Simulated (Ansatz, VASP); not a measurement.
**One calculation of MgZn4O, two programs**

```xyz
6
Lattice="0.0000 3.6137 3.6137 3.6137 0.0000 3.6137 3.6137 3.6137 0.0000" Properties=species:S:1:pos:R:3 pbc="T T T"
Mg    0.0000    0.0000    0.0000
Zn    4.5170    4.5170    2.7104
Zn    2.7104    4.5170    4.5170
Zn    2.7104    2.7104    2.7104
Zn    4.5170    2.7104    4.5170
O     5.4206    5.4206    5.4206
```

Change from the starting cell: species swapped into the TmCdCu4 type (F-43m, No. 216).

Alike in both runs: functional PBE; k mesh 4 × 4 × 4; occupations gaussian, width 0.2 eV; no spin polarisation.

Ansatz relaxed the structure, and its values are those at the end. VASP's run is a single point on that final structure, the one shown.

|  | VASP | Ansatz |
| --- | --- | --- |
| version | VASP 6.6.1 | Ansatz 0.2.0 |
| potentials or method | VASP PAW PBE potentials, release 64 (Mg, Zn, O) | scalar-relativistic, plane waves, PAW |
| plane-wave cutoff (eV) | 520 | 420 |
| valence electrons in the cell | 56 | 64 |

Ansatz gave:

```
gap on the k mesh at the Fermi level (eV) : none
pressure (GPa)                            : 0.1
```

**Question.** Which values does VASP return?

**Answer.** gap on the k mesh at the Fermi level (eV): none; pressure (GPa): 0.2.

A gap of «none» marks a metal or a gap that the smearing closes. The functional is the same, so the differences come from potentials, cutoffs and numerics. The two sets of potentials don't hold the same shells in valence.

Caveats: the k mesh is coarse (spacing up to 0.38 Å⁻¹), so the values aren't converged.
